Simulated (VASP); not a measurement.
KBr (strained rocksalt): one PBE single-point calculation in two programs

```cif
data_structure
_symmetry_space_group_name_H-M 'P 1'
_symmetry_Int_Tables_number 1
_cell_length_a 4.7197
_cell_length_b 4.7197
_cell_length_c 4.7943
_cell_angle_alpha 59.476
_cell_angle_beta 59.476
_cell_angle_gamma 61.049
_cell_volume 75.48
loop_
_atom_site_label
_atom_site_type_symbol
_atom_site_fract_x
_atom_site_fract_y
_atom_site_fract_z
_atom_site_occupancy
K1 K 0.00000 0.00000 0.00000 1
Br1 Br 0.50000 0.50000 0.50000 1
```

Datasets and cutoffs are each program's own. VASP's cell holds 16 valence electrons and Ansatz's 16. Ansatz's stress includes a Pulay correction; VASP's doesn't.

Cutoffs: 520 eV in VASP, 420 eV in Ansatz. k meshes: 6×6×6 and 6×6×6.

```
                              VASP   Ansatz
gap between bands v and c  4.30 eV  4.30 eV
         least direct gap  4.30 eV  4.30 eV
                 pressure  0.1 GPa  0.0 GPa
```

Band v is the last that the valence electrons fill when counted band by band, and c is the next. Levels in eV from the top of v, Ansatz:

```csv
point,v−1,v,c,c+1
Γ,-0.01,0.00,4.30,7.52
X,-0.27,-0.25,5.92,7.00
K,-0.59,-0.32,6.53,7.93
L,-0.30,-0.30,6.48,8.04
W,-0.54,-0.48,7.26,7.32
```

VASP:

```json
{"point": "Γ", "v−1": "-0.01", "v": "0.00", "c": "4.30", "c+1": "7.52"}
{"point": "X", "v−1": "-0.27", "v": "-0.25", "c": "5.92", "c+1": "7.00"}
{"point": "K", "v−1": "-0.59", "v": "-0.32", "c": "6.53", "c+1": "7.92"}
{"point": "L", "v−1": "-0.30", "v": "-0.30", "c": "6.48", "c+1": "8.04"}
{"point": "W", "v−1": "-0.54", "v": "-0.48", "c": "7.26", "c+1": "7.32"}
```
